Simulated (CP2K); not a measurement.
# EuS: equation of state with LDA

The system is EuS.

```xyz
2
Lattice="4.2122 0.0000 0.0000 2.1061 3.6479 0.0000 2.1061 1.2160 3.4393" Properties=species:S:1:pos:R:3 pbc="T T T"
Eu    0.0000    0.0000    0.0000
S     4.2122    2.4319    1.7196
```

```yaml
Program: CP2K 2026.2
Task: equation of state
Functional: LDA
Potentials_or_basis: GTH_POTENTIALS Eu GTH-PADE-q17, S GTH-PADE-q6; DZVP-MOLOPT-SR-GTH, DZVP-MOLOPT-PBE-GTH basis
Density_cutoff: 6123 eV
k_mesh: 8 × 8 × 8
Occupations: fermi-dirac, width 0.0259 eV
Spin: collinear spin, ferromagnetic start
Starting_moments: "[7.0, 0.0] μB"
SCF_solver: diagonalisation with k points
Quickstep_method: GPW
EPS_DEFAULT: 1.0E-9
EPS_SCF: 1.0E-6
MAX_SCF: 150
SCF_GUESS: ATOMIC
k_points_reduced_by_the_point_group: yes
Mesh_centred_on_Gamma: yes
CHOLESKY: OFF
EPS_EIGVAL: 1.0E-7
MIXING_METHOD: PULAY_MIXING
MIXING_ALPHA: 0.4
NBUFFER: 6
NGRIDS: 5
Basis_sets: Eu DZVP-MOLOPT-SR-GTH-q17, S DZVP-MOLOPT-PBE-GTH-q6
Potentials: Eu GTH-PADE-q17 of GTH_POTENTIALS, S GTH-PADE-q6 of GTH_POTENTIALS
MULTIPLICITY_of_the_start: 8
ADDED_MOS: "[15, 22]"
REL_CUTOFF_Ry: 60 Ry
MIXING_BETA_1/bohr: 1.5 1/bohr
CUTOFF_of_the_grids: 450 Ry
```

| Quantity | Value |
| --- | --- |
| Equilibrium volume | 24.43 Å³/atom (rough: see the caveat) |
| Bulk modulus | 60 GPa (rough) |

Energy against volume, from the lowest point:
```
volume (Å³/atom)  energy (meV/atom)
          24.838               0.00
          25.367               5.09
          25.895              13.63
          26.424              25.31
          26.952              39.84
          27.481              56.86
          28.009              76.11
```

All runs of the series together: 20 min on 4 threads of Intel(R) Xeon(R) 6975P-C (Granite Rapids), with other jobs on the host.

Caveat: the minimum lies outside the volumes run; the basis of atomic orbitals isn't converged, which shifts pressures, moduli and gaps; without U or exact exchange the open f shell lies at the Fermi level, which spoils levels, moments and volumes. The state reached can hang on the start; a lower one may exist.
